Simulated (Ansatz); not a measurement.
# BaS in the rocksalt structure

Computed with Ansatz (plane waves, PAW, 420 eV cutoff): PBE, scalar-relativistic, no spin polarisation, 10×10×10 k-mesh, Gaussian smearing of 0.05 eV. The datasets are Ansatz's generated set soft_2.

```xyz
2
Lattice="0.0000 3.2142 3.2142 3.2142 0.0000 3.2142 3.2142 3.2142 0.0000" Properties=species:S:1:pos:R:3 pbc="T T T"
Ba    3.2142    3.2142    3.2142
S     0.0000    0.0000    0.0000
```

The start was a prototype's sites filled with these elements; the Crystallography Open Database holds the compound in this structure.

The cell is relaxed to zero pressure at this level.

Elastic constants come from the stress of slightly strained cells with relaxed atoms, in GPa, Voigt order xx, yy, zz, yz, xz, xy in the Cartesian frame of the vectors above.

```
89.8 17.7 17.7  0.0  0.0  0.0
17.7 89.8 17.7  0.0  0.0  0.0
17.7 17.7 89.8  0.0  0.0  0.0
 0.0  0.0  0.0 18.7  0.0  0.0
 0.0  0.0  0.0  0.0 18.7  0.0
 0.0  0.0  0.0  0.0  0.0 18.7
```

Question: Work out the Voigt, Reuss and Hill moduli.

Answer: Voigt: K = (C11 + C22 + C33 + 2(C12 + C13 + C23))/9 = 42 GPa, G = (C11 + C22 + C33 − C12 − C13 − C23 + 3(C44 + C55 + C66))/15 = 26 GPa. Reuss, from the compliances S = C⁻¹: K = 42 GPa, G = 23 GPa. Hill means: K = 42 GPa, G = 24 GPa.

Question: And Young's modulus, Poisson's ratio, Pugh's ratio and the anisotropy?

Answer: E = 9KG/(3K + G) = 61 GPa, ν = (3K − 2G)/(6K + 2G) = 0.26, K/G = 1.71 (under the 1.75 that Pugh's rule, made for metals, takes as the line between brittle and ductile), universal anisotropy index 5G_V/G_R + K_V/K_R − 6 = 0.54. The eigenvalues of C are 18.7, 18.7, 18.7, 72, 72, 125 GPa, all positive.

Question: What sound velocities and Debye temperature follow for a polycrystal?

Answer: With a density of 4.235 g/cm³ (mean mass 84.7 u, 33.21 Å³/atom), K = 41.7 and G = 24.40 GPa from the unrounded constants, v_l = √((K + 4G/3)/ρ) = 4190 m/s and v_t = √(G/ρ) = 2400 m/s. The mean [(1/v_l³ + 2/v_t³)/3]^(−1/3) is 2670 m/s, and θ_D = (ħ/k_B)(6π²/V)^(1/3) v_m ≈ 250 K, with V the volume an atom. This is the low-temperature, elastic estimate.

For a cubic crystal three numbers say it all: C11 = 89.8, C12 = 17.7, C44 = 18.7 GPa. K = (C11 + 2C12)/3 = 41.7 GPa. The two shear moduli are C44 and C′ = (C11 − C12)/2 = 36.0 GPa, so Zener's ratio C44/C′ is 0.52: the crystal is stiffest along ⟨100⟩ and softest along ⟨111⟩. The Cauchy pressure C12 − C44 is -1.0 GPa; pair forces would make it zero if every atom sat on a centre of inversion, as here.

The equation of state, an independent route, gives B0 = 42 GPa, against 42 GPa here.

Cost: 15 s on 4 threads of Arm Neoverse N1, on a shared host, peak memory 0.47 GiB.

No spin–orbit coupling, a notable omission for heavy elements.

The elastic response is that of a predominantly ionic rocksalt crystal. Strain along ⟨100⟩ directly compresses or stretches the Ba–S contacts, whose short-range repulsion makes C11 large. A C44 shear changes the angles between these contacts but, to first order, not their lengths, so the resistance comes mainly from electrostatics and weaker second-neighbour forces. This explains why C44 is only about half of C′, which does alter the contact lengths.

The nearly vanishing Cauchy pressure fits largely central forces between closed-shell ions, though many-body contributions could also partly cancel. The matching bulk moduli from strain and from the equation of state show internal consistency rather than accuracy against experiment, since both rest on the same energy surface. The positive eigenvalues establish stability against small homogeneous strains at zero pressure, but not against zone-boundary phonons or a transformation to the CsCl structure, which heavy alkaline-earth chalcogenides typically adopt under compression.
